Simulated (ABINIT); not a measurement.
The system is Ag.

```xyz
1
Lattice="0.0000 2.0427 2.0427 2.0427 0.0000 2.0427 2.0427 2.0427 0.0000" Properties=species:S:1:pos:R:3 pbc="T T T"
Ag    0.0000    0.0000    0.0000
```

| Item | Value |
| --- | --- |
| Program | ABINIT 10.8.3 (patched build) |
| Task | single point |
| Functional | PBEsol |
| Potentials or basis | PseudoDojo NC SR PBEsol v0.4.1 standard |
| Cutoff | 1116 eV |
| k mesh | 11 × 11 × 11 |
| Occupations | fermi-dirac, width 0.05 eV |
| Spin | no spin polarisation |

On this cell: pressure -3.1 GPa; band gap on the k mesh none (metal or under the smearing width).

The same run follows on a disturbed copy (cell strained at random at fixed volume):

```
CELL_PARAMETERS angstrom
-0.00622 2.03863 2.06720
2.01497 0.04695 2.01403
2.08560 2.05608 -0.02368
ATOMIC_POSITIONS crystal
Ag 0.00221 0.02855 0.98957
```

Question: What does the disturbed cell give?

Answer: The energy (extrapolated to zero smearing) moves by +6.1 meV/atom; pressure -2.7 GPa; band gap on the k mesh none (metal or under the smearing width).

Stress tensor (GPa, compression positive):
```
-2.50 -1.72  1.40
-1.72 -2.74 -0.80
 1.40 -0.80 -2.80
```
